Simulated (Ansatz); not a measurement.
# InP in Ansatz: convergence with k mesh

Input of the first run (k mesh 3 × 3 × 3); the others differ in this setting and in those tied to it:

File input.yaml:

```yaml
crystal:
  lattice:
    - [0.0, 2.768834, 2.768834]
    - [2.768834, 0.0, 2.768834]
    - [2.768834, 2.768834, 0.0]
  atoms:
    - { symbol: In, position: [0.0, 0.0, 0.0] }
    - { symbol: P, position: [0.5, 0.5, 0.5] }
hamiltonian:
  xc: hse06
  pseudopotentials: { kind: paw }
kpoints:
  mp_grid: { grid: [3, 3, 3] }
scf:
  occupations: { method: fermi_dirac, width: 0.05 }
output:
  forces: true
  stress: true
  eigenvalues: true
```

Potentials or basis: Ansatz PAW.

Run with:

```console
$ ansatz run input.yaml --threads 2 --pin off --max-ram 5632MiB --backend cpu --events-out ev --progress --plain --runs-dir out
```

Measurements of this composition are mostly on another form, of space group No. 216.

Hardware: 2 threads of Arm Neoverse V2, with other jobs on the host.

| k mesh | energy less the tightest run, at zero smearing (meV/atom) | pressure (GPa) | SCF cycles | CPU time (s) | peak memory (GiB) |
| --- | --- | --- | --- | --- | --- |
| 3 × 3 × 3 | 335.66 | -0.20 | 15 | 5.6 | 0.41 |
| 4 × 4 × 4 | 105.48 | -2.44 | 16 | 11 | 0.6 |
| 5 × 5 × 5 | 17.77 | -2.13 | 16 | 18 | 0.82 |
| 6 × 6 × 6 | 9.44 | -2.06 | 17 | 27 | 1.2 |
| 8 × 8 × 8 | -4.02 | -2.73 | 18 | 71 | 2.7 |
| 9 × 9 × 9 | -2.74 | -2.54 | 19 | 97 | 3.4 |
| 11 × 11 × 11 | 0.00 | -2.56 | 19 | 210 | 4.6 |
| 14 × 14 × 14 | timed out after 650 s | - | - | - | - |

Against the tightest run, the pressure stays within 0.1 GPa from 9 × 9 × 9 on. Not settled before the last step: the energy (to 1 meV/atom). Meshes of other sizes hit other points, so gaps and Fermi surfaces needn't settle smoothly. The tightest run that finished is the yardstick and may itself not be fully converged.

Caveat, for the tightest run too: the PAW data sets come from PBE, with cores solved anew for the run's functional, which leaves a small shift of forces and pressure; the thresholds are loose for stress.
